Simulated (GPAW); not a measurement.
Wanted: an ASE script for a GPAW 26.7.0 run.

- Task: single point
- Functional: GLLB-SC
- Potentials or basis: the program's PAW data sets (release 1.2.1) made for this functional
- Cutoff: 450 eV
- Basis: pw
- k mesh: 7 × 7 × 4
- Occupations: fermi-dirac, width 0.05 eV
- Spin: no spin polarisation
- Maxiter: 120
- Convergence: default

Crystal: Sb.

```
Sb
1.0
     3.35453    0.00000    0.00000
    -1.67727    2.90511    0.00000
     0.00000    0.00000    5.47016
Sb
2
Direct
  0.66667 0.33333 0.75000
  0.33333 0.66667 0.25000
```

This isn't the form of Sb at room conditions, which is rhombohedral.

The input as run:

run.py

```python
from ase.dft.bandgap import bandgap
from ase.io import write
from ase.spacegroup import crystal
from gpaw import GPAW, PW

# Sb 2c
atoms = crystal(['Sb'],
                basis=[[0.6666666667, 0.3333333333, 0.75]],
                spacegroup=194, setting=1,  # P6_3/mmc
                cellpar=[3.35453242, 3.35453242, 5.47016065, 90.0, 90.0, 120.0],
                primitive_cell=True)

calc = GPAW(mode=PW(450),
            xc='GLLBSC',
            kpts={'size': (7, 7, 4), 'gamma': True},
            occupations={'name': 'fermi-dirac', 'width': 0.05},
            nbands=25,
            maxiter=120,
            txt='gpaw.txt')
atoms.calc = calc
energy = atoms.get_potential_energy()
calc.write('gs.gpw')
write('result.traj', atoms)
print('Fermi level:', round(calc.get_fermi_level(), 4), 'eV')
print(f'Gap: {bandgap(calc)[0]:.4f} eV, direct: {bandgap(calc, direct=True)[0]:.4f} eV')
```

Potentials or basis: the program's PAW data sets (release 1.2.1) made for this functional, pw.

Run with:

```sh
$ OMP_NUM_THREADS=1 python run.py
```

It gave:

| Item | Value |
| --- | --- |
| Band gap on the k mesh, Kohn-Sham part alone | none (metal or under the smearing width) |

Caveat: a model potential gives levels but no total energy.

It took 20 s on 1 thread of Arm Neoverse V2, on a shared host, peak memory 0.15 GiB.
